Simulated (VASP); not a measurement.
Here is a VASP 6.6.1 calculation.

run.py

```python
from ase.calculators.vasp import Vasp
from ase.dft.bandgap import bandgap
from ase.io import read

atoms = read('Pb.cif')
calc = Vasp(
    directory='calc',
    xc='pbesol',
    pp='PBE',
    setups='minimal',
    prec='Accurate',
    encut=500,
    ediff=1e-06,
    ismear=0,
    sigma=0.02,
    lreal=False,
    lasph=True,
    nelm=60,
    algo='Fast',
    isif=2,
    lwave=False,
    lcharg=True,
    lelf=True,
    lvhar=True,
    kpts=[9, 9, 9],
    gamma=True,
    nbands=8,
)
atoms.calc = calc

print('energy (eV):', atoms.get_potential_energy())
print('free energy (eV):', atoms.get_potential_energy(force_consistent=True))
print('forces (eV/A):')
print(atoms.get_forces())
print('stress (eV/A^3, Voigt):', atoms.get_stress())
print('Fermi level (eV):', calc.get_fermi_level())
gap, top, bottom = bandgap(calc)
print('band gap (eV):', gap, 'from (spin, k, band)', top, 'to', bottom)
```

File Pb.cif:

```cif
data_Pb
_cell_length_a 3.42887095
_cell_length_b 3.42887095
_cell_length_c 3.42887095
_cell_angle_alpha 109.47122063
_cell_angle_beta 109.47122063
_cell_angle_gamma 109.47122063
_space_group_name_H-M_alt 'P1'
_space_group_name_Hall 'P 1'
_space_group_IT_number 1
loop_
_space_group_symop_operation_xyz
'x,y,z'
loop_
_atom_site_label
_atom_site_type_symbol
_atom_site_symmetry_multiplicity
_atom_site_Wyckoff_symbol
_atom_site_fract_x
_atom_site_fract_y
_atom_site_fract_z
_atom_site_occupancy
Pb1 Pb 1 a 0.0000000000 0.0000000000 0.0000000000 1
```

Potentials or basis: VASP PAW PBE potentials, release 64 (Pb).

The run is started by

```bash
$ python run.py
```

Task: Estimate the band gap on the k mesh.

Result: None (metal or under the smearing width).

Task: Estimate the pressure.

Result: -2.2 GPa.

Caveat: the PAW data sets were made with another functional, which shifts forces and pressure a little. The run has no spin-orbit coupling, so splittings on Pb are missing.
